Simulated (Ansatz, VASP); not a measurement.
**One calculation of Pt, two programs**

File INCAR:

```
SYSTEM = Pt
PREC = Accurate
ENCUT = 520
EDIFF = 1E-7
ISMEAR = -1
SIGMA = 0.1
LREAL = .False.
LASPH = .True.
NELM = 100
ALGO = Normal
ISIF = 2
LWAVE = .False.
LCHARG = .True.
GGA = B5
ALDAX = 1.0
AGGAX = 1.0
AGGAC = 1.0
ALDAC = 0.0
LELF = .True.
LVHAR = .True.
NBANDS = 17
```

File KPOINTS:

```
Automatic mesh
0
Gamma
  10 10 10
  0 0 0
```

Contents of POSCAR:

```
Pt
1.0
    0.0000000000      2.9460087140      2.9460087140
    2.9460087140      0.0000000000      2.9460087140
    2.9460087140      2.9460087140      0.0000000000
Pt
2
Direct
    0.1250000000      0.1250000000      0.1250000000
    0.8750000000      0.8750000000      0.8750000000
```

Input for Ansatz:

```yaml
crystal:
  lattice:
    - [0.0, 2.946008714, 2.946008714]
    - [2.946008714, 0.0, 2.946008714]
    - [2.946008714, 2.946008714, 0.0]
  atoms:
    - { symbol: Pt, position: [0.125, 0.125, 0.125] }
    - { symbol: Pt, position: [0.875, 0.875, 0.875] }
hamiltonian:
  xc: blyp
  pseudopotentials:
    kind: paw
    azcp:
      Pt: "pseudopotentials/Pt.paw.azcp"
basis:
  ecutwfc: 420
  fft_grid_basis: typed
kpoints:
  mp_grid: { grid: [10, 10, 10], shift: [0, 0, 0] }
magnetization:
  spin_polarized: false
scf:
  occupations: { method: fermi_dirac, width: 0.1 }
  lower_state_search: "off"
output:
  stress: true
```

Alike in both runs: task single point; functional BLYP; k mesh 10 × 10 × 10; occupations fermi-dirac, width 0.1 eV; no spin polarisation.

|  | VASP | Ansatz |
| --- | --- | --- |
| version | VASP 6.6.1 | Ansatz 0.2.0 |
| potentials or method | VASP PAW PBE potentials, release 64 (Pt) | plane waves (420 eV) with PAW, scalar-relativistic |
| plane-wave cutoff (eV) | 520 | 420 |
| valence electrons in the cell | 20 | 36 |

|  | VASP | Ansatz | Ansatz less VASP |
| --- | --- | --- | --- |
| pressure (GPa) | 0.4 | 0.0 | -0.39 |

The functional is the same, so the differences come from potentials, cutoffs and numerics. The two sets of potentials don't hold the same shells in valence.

Caveats: the PAW data sets were made with another functional, which shifts forces and pressure a little (VASP). Spin-orbit coupling is left out, which matters for the levels of Pt.
